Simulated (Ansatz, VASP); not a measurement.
LiH in VASP and in Ansatz

The input INCAR:

```
ALGO = Normal
EDIFF = 1E-8
ENCUT = 520
GGA = PE
ISIF = 2
ISMEAR = -1
LASPH = True
LCHARG = False
LEFG = True
LREAL = False
LWAVE = False
NBANDS = 9
NELM = 60
PREC = Accurate
SIGMA = 0.03
```

KPOINTS

```
k-points
0
Gamma
  11 11 11
```

Contents of POSCAR:

```
LiH
1.0
    0.0000000000      2.0325000000      2.0325000000
    2.0325000000      0.0000000000      2.0325000000
    2.0325000000      2.0325000000      0.0000000000
Li H
1 1
Direct
    0.0000000000      0.0000000000      0.0000000000
    0.5000000000      0.5000000000      0.5000000000
```

Input for Ansatz:

```yaml
crystal:
  lattice:
    - [0.0, 2.0325, 2.0325]
    - [2.0325, 0.0, 2.0325]
    - [2.0325, 2.0325, 0.0]
  atoms:
    - { symbol: Li, position: [0.0, 0.0, 0.0] }
    - { symbol: H, position: [0.5, 0.5, 0.5] }
kpoints:
  mp_grid: { grid: [11, 11, 11] }
  band_path:
    path:
      - [0.0, 0.0, 0.0]
      - [0.5, 0.0, 0.5]
      - [0.625, 0.25, 0.625]
      - [0.375, 0.375, 0.75]
      - [0.0, 0.0, 0.0]
      - [0.5, 0.5, 0.5]
      - [0.5, 0.25, 0.75]
      - [0.5, 0.0, 0.5]
    npoints: 8
scf:
  occupations: { method: fermi_dirac, width: 0.03 }
hamiltonian:
  xc: pbe
  pseudopotentials: { kind: paw }
output:
  forces: true
  stress: true
  eigenvalues: true
  efg: { contact_densities: true }
  populations: true
  bader: true
  dos: { projected: true, de: 0.2, e_range: [-14, 8] }
```

Alike in both runs: task electric field gradients; functional PBE; k mesh 11 × 11 × 11; occupations fermi-dirac, width 0.03 eV; no spin polarisation.

```csv
,VASP,Ansatz
version,VASP 6.6.1,Ansatz 0.2.0
potentials or method,"VASP PAW PBE potentials, release 64 (Li_sv, H)","PAW with Ansatz's default frozen-core files, scalar-relativistic"
plane-wave cutoff (eV),520,420
valence electrons in the cell,4,4
```

|  | VASP | Ansatz | Ansatz less VASP |
| --- | --- | --- | --- |
| gap on the k mesh at the Fermi level (eV) | 3.20 | 3.20 | +0.006 |
| Vzz of the field gradient on the site that differs most (V/Å²) | 0.0 | 0.0 | 0.00 |

Caveats: an odd mesh through Γ misses points on the zone boundary, where band edges often lie. A hybrid or GW would open this gap; PBE tends to underestimate it.
